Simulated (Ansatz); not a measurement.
A plane-wave DFT run in Ansatz 0.2.0 (scalar-relativistic PAW potentials unless the input names others): input and command.

```yaml
crystal:
  lattice:
    - [2.4210828919, 0.0, 0.0]
    - [-1.2105414459, 2.096719289, 0.0]
    - [0.0, 0.0, 2.8798639153]
  atoms:
    - { symbol: C, position: [0.3333333333, 0.6666666667, 0.0] }
    - { symbol: C, position: [0.6666666667, 0.3333333333, 0.0] }
basis:
  ecutwfc: 420
kpoints:
  mp_grid: { grid: [18, 17, 13] }
hamiltonian:
  xc: pbesol
scf:
  occupations: { method: fermi_dirac, width: 0.15 }
  max_iter: 50
output:
  forces: true
  eigenvalues: true
  stress: true
```

```bash
ansatz run input.yaml --threads 1 --pin off --max-ram 3072MiB --backend cpu --events-out ev --progress --plain --runs-dir out
```

Abridged log:
```
Warning: crystal.symmetry: narrowed to the stabiliser of the k-point mesh — unitary ops 24 → 4; excluded 20 operations that carry a point of the 18×17×13 mesh (shift [0, 0, 0]) off the mesh (the run samples exactly the mesh kpoints.mp_grid names, as under crystal.symmetry.detect: false, and its converged state has the mesh's symmetry, not the crystal's; ε∞, the Born charges and the force constants of a linear response (`dielectric:` by the response, `phonons.method: dfpt`) are averaged over those of the crystal's operations that the state keeps within a tolerance, where `mesh_tensors`, `unaver ...
Basis set: ecut = 420 eV, 279 PW (Γ), exchange–correlation on 36×36×40 points (8 copies of the dense FFT grid, shifted against one another)
Bands: 8, of which v1, the nominal top of the filled ones, is band 4 counted from 1 (3 counted from 0)
Symmetry: 4 space group operations
k-points: 1078 of 3978
SCF iter   1: F=—  HF=-493.153805 eV  |F-HF|=—  |Δ(HF+E_count)|=         —  Δρ=4.43e-3  dr2=2.38e-3  ethr=1.77e-3  ⟨swp⟩=4.3  Hψ=55183  notcnv=0
SCF iter   2: F=—  HF=-493.153999 eV  |F-HF|=—  |Δ(HF+E_count)|=   1.94e-4  Δρ=2.27e-3  dr2=6.93e-4  ethr=2.97e-5  ⟨swp⟩=1.7  Hψ=19141  notcnv=0
SCF iter   3: F=—  HF=-493.154184 eV  |F-HF|=—  |Δ(HF+E_count)|=   1.84e-4  Δρ=3.69e-4  dr2=2.91e-5  ethr=8.66e-6  ⟨swp⟩=2.8  Hψ=12942  notcnv=0
SCF iter   4: F=—  HF=-493.154195 eV  |F-HF|=—  |Δ(HF+E_count)|=   1.15e-5  Δρ=5.98e-5  dr2=3.65e-7  ethr=3.64e-7  ⟨swp⟩=2.1  Hψ=12661  notcnv=0
SCF iter   5: F=-493.154195 eV  HF=-493.154195 eV  |F-HF|=3.45e-8  |Δ(HF+E_count)|=   4.00e-8  Δρ=2.00e-5  dr2=5.15e-8  ethr=4.57e-9  ⟨swp⟩=2.3  Hψ=11924  notcnv=0
SCF iter   6: F=-493.154195 eV  HF=-493.154195 eV  |F-HF|=2.18e-9  |Δ(HF+E_count)|=   2.19e-8  Δρ=4.82e-6  dr2=3.20e-9  ethr=6.44e-10  ⟨swp⟩=2.5  Hψ=31291  notcnv=0
SCF 1 converged in 6 iterations: F = -493.154195 eV  dr2 = 3.20e-9
SCF converged after 6 iterations
Free energy (F): -493.154195 eV
Harris-Foulkes:  -493.154195 eV  (|F-HF|=2.18e-9)
Internal energy: -493.141472 eV  (E = F + TS)
E sigma→0 (E₀):  -493.147833 eV
Entropy (-TS):   -0.012723 eV (-6.362 meV/atom)
Fermi energy:    9.206156 eV
--- Forces (eV/Å), atoms counted from 1 ---
  atom   1  C      0.00311533     0.00185309     0.00000000
  atom   2  C     -0.00311533    -0.00185309     0.00000000
--- Stress (GPa, compression-positive) ---
       22.062650       0.022180       0.000000
        0.022180      22.006530       0.000000
        0.000000       0.000000      21.882663
  P = ⅓ Tr σ = 21.9839 GPa (219.839 kbar)
```

One setting here is unusual or wrong in general: a mesh that breaks the symmetry (kpoints.mp_grid.grid: [18, 18, 12] → [18, 17, 13]). For this cell it did little harm to the result: the run converged in 6 SCF iterations with an energy at zero smearing 0.08 meV/atom above the reference's, pressure 21.98 GPa, largest force 0.004 eV/Å, no gap on the mesh. The program drops the symmetry operations that the mesh breaks, which leaves more k-points to solve, 1078 here. A reference run on usual settings, whose relaxation ended at this geometry, converged, and the end of its own relaxation has pressure 22.00 GPa, largest force 0.000 eV/Å, no gap on the mesh (its cell was held, or driven to that pressure on purpose).

It took 9.1 s on 1 thread of Intel(R) Xeon(R) Platinum 8259CL CPU @ 2.50GHz (Skylake/Cascade Lake), on a shared host, peak memory 0.46 GiB.